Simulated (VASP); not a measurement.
GaP:

```xyz
2
Lattice="0.0000 2.7252 2.7252 2.7252 0.0000 2.7252 2.7252 2.7252 0.0000" Properties=species:S:1:pos:R:3 pbc="T T T"
Ga    0.0000    0.0000    0.0000
P     1.3626    1.3626    1.3626
```

Program: VASP 6.6.1. Alike in all runs: task single point; no spin polarisation; cell as given; cutoff (eV) 520; smearing fermi-dirac 0.02 eV.

Q: Order these runs on this cell by their band gap on the k mesh, lowest first.
A. level PBE; potentials or basis VASP PAW PBE potentials, release 64 (Ga_d, P); k mesh 7 × 7 × 7; further INCAR settings ALGO = Fast; EDIFF = 1e-06
B. level r2SCAN; potentials or basis VASP PAW PBE potentials, release 64 (Ga_d, P); k mesh 7 × 7 × 7; further INCAR settings ALGO = Normal; EDIFF = 1e-06
C. level LDA; potentials or basis VASP PAW LDA potentials, release 64 (Ga_d, P); k mesh 7 × 7 × 7; further INCAR settings ALGO = Fast; EDIFF = 1e-06
D. level HSE06; potentials or basis VASP PAW PBE potentials, release 64 (Ga_d, P); k mesh 5 × 5 × 5; grid for exact exchange (PRECFOCK) Normal; screening parameter 0.2 1/A; further INCAR settings ALGO = Normal; EDIFF = 1e-06

A: C (1.44 eV), A (1.59 eV), B (1.85 eV), D (2.31 eV).

Caveats: an odd mesh through Γ misses points on the zone boundary, where band edges often lie.

Not every run made on this cell is shown here.
